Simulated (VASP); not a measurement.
VASP 6.6.1 run: NaCl

INCAR

```
SIGMA = 0.01
LREAL = .FALSE.
EDIFF = 1E-7
LWAVE = .FALSE.
METAGGA = R2SCAN
ISYM = -1
NSW = 0
LASPH = .TRUE.
ENCUT = 520
LCHARG = .FALSE.
NBANDS = 19
IBRION = -1
PREC = Accurate
ALGO = Normal
NELM = 120
ISIF = 2
ISMEAR = 0
```

KPOINTS

```
KPOINTS created by Atomic Simulation Environment
0
Gamma
4 4 4
0 0 0
```

POSCAR

```
Na Cl
 1.0000000000000000
     0.0000000000000000    2.9148067784000000    2.9148067784000000
     2.9148067784000000    0.0000000000000000    2.9148067784000000
     2.9148067784000000    2.9148067784000000    0.0000000000000000
 Na  Cl
   1   1
Cartesian
  0.0000000000000000  0.0000000000000000  0.0000000000000000
  2.9148067783999996  2.9148067783999996  2.9148067783999996
```

The recommended PBE PAW datasets give the neutral cell 14 valence electrons.

Command

```
mpirun -np 1 vasp_std
```

Q: How does this run end, and what does it give?

A: It converged. Results: gap between bands v and c on the k mesh 5.54 eV; least direct gap on the k mesh 5.54 eV; pressure -2.6 GPa. Band v is the last that the valence electrons fill when counted band by band, and c is the next.

OSZICAR

```
N       E                     dE             d eps       ncg     rms          rms(c)
DAV:   1     0.100066151485E+03    0.10007E+03   -0.66777E+03  2435   0.737E+02
DAV:   2    -0.655725183701E+01   -0.10662E+03   -0.96683E+02  2771   0.225E+02
DAV:   3    -0.158223122581E+02   -0.92651E+01   -0.91690E+01  3068   0.628E+01
DAV:   4    -0.159651433883E+02   -0.14283E+00   -0.14269E+00  2908   0.774E+00
DAV:   5    -0.159673689598E+02   -0.22256E-02   -0.22253E-02  2957   0.105E+00    0.222E+00
DAV:   6    -0.137411040001E+02    0.22263E+01   -0.45392E-01  2525   0.532E+00    0.224E+00
DAV:   7    -0.137265516532E+02    0.14552E-01   -0.12366E-01  3207   0.204E+00    0.121E+00
DAV:   8    -0.137335379386E+02   -0.69863E-02   -0.66148E-03  2628   0.475E-01    0.457E-01
DAV:   9    -0.137360225491E+02   -0.24846E-02   -0.42869E-03  2564   0.451E-01    0.169E-01
DAV:  10    -0.137360037169E+02    0.18832E-04   -0.11257E-04  3080   0.788E-02    0.246E-01
DAV:  11    -0.137361449451E+02   -0.14123E-03   -0.13069E-04  2633   0.639E-02    0.245E-02
DAV:  12    -0.137361410563E+02    0.38888E-05   -0.35742E-06  3149   0.123E-02    0.250E-02
DAV:  13    -0.137361240475E+02    0.17009E-04   -0.26888E-06  2894   0.121E-02    0.995E-03
DAV:  14    -0.137361246090E+02   -0.56148E-06   -0.11916E-07  2793   0.254E-03    0.262E-03
DAV:  15    -0.137361245114E+02    0.97568E-07   -0.21438E-08  1583   0.108E-03
   1 F= -.13736125E+02 E0= -.13736125E+02  d E =-.118145E-45
```

For comparison, a separate r²SCAN run of the intended cell, on usual settings and not on those above, gives a gap of 5.54 eV on its mesh and a pressure of -2.6 GPa.
